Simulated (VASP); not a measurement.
# CaSe: phonons with PBEsol

Crystal: CaSe.

```
Ca Se
1.0
     0.00000    2.93846    2.93846
     2.93846    0.00000    2.93846
     2.93846    2.93846    0.00000
Ca Se
1 1
Direct
  0.00000 0.00000 0.00000
  0.50000 0.50000 0.50000
```

```
Program                : VASP 6.6.1
Task                   : phonons
Functional             : PBEsol
Potentials or basis    : VASP PAW PBE potentials, release 64 (Ca_sv, Se)
Cutoff                 : 600 eV
k mesh                 : 8 × 8 × 8
Occupations            : gaussian, width 0.03 eV
Spin                   : no spin polarisation
By perturbation theory : no
Further INCAR settings : ALGO = Normal; EDIFF = 1e-08; IBRION = 6; POTIM = 0.015; NSW = 1
```

```yaml
Highest_phonon_frequency_at_Γ_LO-TO_splitting_left_out: 182 cm⁻¹
```

Phonon frequencies in cm⁻¹ (negative: imaginary):
```
              q point        frequencies
(0.000, 0.000, 0.000)  0 0 0 182 182 182
```

Wall time 98 s on 1 thread of Intel(R) Xeon(R) 6975P-C (Granite Rapids), with other jobs on the host, peak memory 0.25 GiB.
